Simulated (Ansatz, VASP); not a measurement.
# Ir in VASP and in Ansatz

INCAR

```
PREC     = Accurate       # precision mode
ENCUT    = 520            # plane-wave cutoff, eV
EDIFF    = 1E-6           # SCF threshold, eV
ISMEAR   = -1             # smearing method
SIGMA    = 0.1            # smearing width, eV
LREAL    = F              # projectors in reciprocal space
LASPH    = T              # aspherical terms in the spheres
NELM     = 100            # most SCF steps
ALGO     = Fast           # electronic algorithm
ISIF     = 2              # what is computed and relaxed
LWAVE    = F              # write WAVECAR
LCHARG   = F              # write CHGCAR
GGA      = RP             # functional
NBANDS   = 10             # bands
```

File KPOINTS:

```
regular mesh
0
Gamma
  16 16 16
```

File POSCAR:

```
Ir
1.0
   -1.5831858408      1.5831858408      1.5831858408
    1.5831858408     -1.5831858408      1.5831858408
    1.5831858408      1.5831858408     -1.5831858408
Ir
1
Direct
    0.0000000000      0.0000000000      0.0000000000
```

Input for Ansatz:

```yaml
crystal:
  lattice:
    - [-1.5831858408, 1.5831858408, 1.5831858408]
    - [1.5831858408, -1.5831858408, 1.5831858408]
    - [1.5831858408, 1.5831858408, -1.5831858408]
  atoms:
    - { symbol: Ir, position: [0.0, 0.0, 0.0] }
hamiltonian:
  xc: rpbe
  pseudopotentials:
    kind: paw
    azcp:
      Ir: "pseudopotentials/Ir.paw.azcp"
basis:
  ecutwfc: 420
  fft_grid_basis: typed
kpoints:
  mp_grid: { grid: [16, 16, 16], shift: [0, 0, 0] }
magnetization:
  spin_polarized: false
scf:
  occupations: { method: fermi_dirac, width: 0.1 }
  lower_state_search: "off"
output:
  stress: true
```

Alike in both runs: task single point; functional RPBE; k mesh 16 × 16 × 16; occupations fermi-dirac, width 0.1 eV; no spin polarisation.

|  | VASP | Ansatz |
| --- | --- | --- |
| version | VASP 6.6.1 | Ansatz 0.2.0 |
| potentials or method | VASP PAW PBE potentials, release 64 (Ir) | plane waves (420 eV) with PAW, scalar-relativistic |
| plane-wave cutoff (eV) | 520 | 420 |
| valence electrons in the cell | 9 | 17 |

|  | VASP | Ansatz | Ansatz less VASP |
| --- | --- | --- | --- |
| pressure (GPa) | -10.0 | -10.2 | -0.23 |

With one functional, cell and mesh, what is left measures potentials, basis and numerics. The two sets of potentials don't hold the same shells in valence.

Caveats: the PAW data sets were made with another functional, which shifts forces and pressure a little (VASP). Spin-orbit coupling is left out, which matters for the levels of Ir.
